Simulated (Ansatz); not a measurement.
# Structure types of Te compared at 17 GPa

Structure types of Te are relaxed in primitive cells with their symmetry kept at 17 GPa, first on PAW files, then by LAPW. The enthalpy is E + pV at zero temperature, without zero-point motion. Only the types listed were tried, and differences under about 5 meV/atom are mesh noise. Not among the end structures: fcc, hcp, which may lie lower.

Level of theory: DFT with PBE, scalar-relativistic, in Ansatz 0.2.0; Fermi–Dirac smearing of 0.05 eV, no spin polarisation. LAPW: all electrons, basis error target 0.5 meV/atom; PAW: frozen-core files, cutoff 420 eV.

k meshes: bcc 15×15×15, hcp 14×14×8, beta tin 14×14×14, sc 13×13×13, diamond 11×11×11.

Spin–orbit coupling is left out, which matters for the heavy atoms.

Question: Which type is lowest in enthalpy, and by how much?

Answer: bcc, 9 meV/atom below distorted hcp. The whole table:

| start type | ends as | a, b, c (Å) | V (Å³/atom) | H − H(lowest), LAPW (meV/atom) | same, PAW |
| --- | --- | --- | --- | --- | --- |
| bcc | bcc, Im-3m | 3.607, 3.607, 3.607 | 23.46 | 0.0 | 0.0 |
| hcp | distorted hcp, P6_3/mmc | 3.445, 3.445, 4.633 | 23.81 | 8.6 | 8.6 |
| beta tin | beta tin, I4_1/amd | 5.873, 5.873, 2.992 | 25.80 | 202.0 | 202.0 |
| sc | sc, Pm-3m | 2.987, 2.987, 2.987 | 26.66 | 102.3 | 102.2 |
| diamond | diamond, Fd-3m | 6.455, 6.455, 6.455 | 33.62 | 1462.7 | 1462.6 |

Question: Split the lead of bcc over distorted hcp into energy and pV.

Answer: For distorted hcp less bcc: ΔE = -28.4 meV/atom, and p·ΔV = 17 GPa × +0.3483 Å³ × 6.242 meV/(GPa·Å³) = +37.0 meV/atom, together 8.6 meV/atom. bcc wins by its smaller volume, against the internal energy.
